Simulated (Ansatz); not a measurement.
Te, one cell by several methods

```
Te
1.0
     4.44693    0.00000    0.00000
    -2.22346    3.85115    0.00000
     0.00000    0.00000    5.91492
Te
3
Direct
  0.26900 0.00000 0.16667
  0.00000 0.26900 0.83333
  0.73100 0.73100 0.50000
```

Atoms are numbered in the order listed.

Conventional cell: a = 4.447 Å, b = 4.447 Å, c = 5.915 Å, α = 90.00°, β = 90.00°, γ = 120.00°. Around Te (atom 1) lie 2 Te at 2.86 Å.

The cell is COD entry 9008580, as deposited and not checked against the literature; nothing was relaxed.

No spin–orbit coupling, which matters for the heavy atoms here.

All numbers are computed: DFT, PBE, PAW with Ansatz's default frozen-core files, scalar-relativistic (Ansatz 0.2.0); DFT, PBE, all-electron LAPW, scalar-relativistic (Ansatz 0.2.0).

For PAW: a Γ-centred 10×10×6 k mesh, Fermi–Dirac smearing of 0.05 eV, cutoff 420 eV, no spin polarisation. LAPW targets a basis error of 1 meV/atom. The Ansatz runs share mesh, smearing and spin set-up. Plane-wave (PAW) pressures include the program's estimate of the Pulay term.

Stress and pressure are positive in compression.

Levels count from the top of the valence band.

PAW results:

```tsv
quantity	PAW
pressure (GPa)	1.68
stress xx (GPa)	1.51
stress zz (GPa)	2.04
force on Te1, x (eV/Å)	0.175
band gap (eV)	0.177
highest filled level at K (eV)	-2.742
lowest empty level at K (eV)	2.877
highest filled level at M (eV)	-0.828
lowest empty level at M (eV)	0.835
highest filled level at L (eV)	-0.215
lowest empty level at L (eV)	0.733
```

What does LAPW (all electrons) give for the same quantities?


| quantity | LAPW |
| --- | --- |
| pressure (GPa) | 1.69 |
| stress xx (GPa) | 1.52 |
| stress zz (GPa) | 2.05 |
| force on Te1, x (eV/Å) | 0.171 |
| band gap (eV) | 0.182 |
| highest filled level at K (eV) | -2.742 |
| lowest empty level at K (eV) | 2.881 |
| highest filled level at M (eV) | -0.828 |
| lowest empty level at M (eV) | 0.839 |
| highest filled level at L (eV) | -0.215 |
| lowest empty level at L (eV) | 0.738 |
